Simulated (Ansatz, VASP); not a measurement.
**One calculation of ZrC, two programs**

```xyz
2
Lattice="0.0000 2.3306 2.3306 2.3306 0.0000 2.3306 2.3306 2.3306 0.0000" Properties=species:S:1:pos:R:3 pbc="T T T"
Zr    2.3306    2.3306    2.3306
C     0.0000    0.0000    0.0000
```

Alike in both runs: task single point; functional PBE; k mesh 16 × 16 × 16; occupations gaussian, width 0.1 eV; no spin polarisation.

|  | VASP | Ansatz |
| --- | --- | --- |
| version | VASP 6.6.1 | Ansatz 0.2.0 |
| potentials or method | VASP PAW PBE potentials, release 64 (Zr_sv, C) | scalar-relativistic, plane waves, PAW |
| plane-wave cutoff (eV) | 520 | 420 |
| valence electrons in the cell | 16 | 16 |

Ansatz gave:

```
gap on the k mesh at the Fermi level (eV) : none
pressure (GPa)                            : 7.2
```

Problem. What did VASP give for the same quantities?

Solution. gap on the k mesh at the Fermi level (eV): none; pressure (GPa): 7.4.

A gap of «none» marks a metal or a gap that the smearing closes.
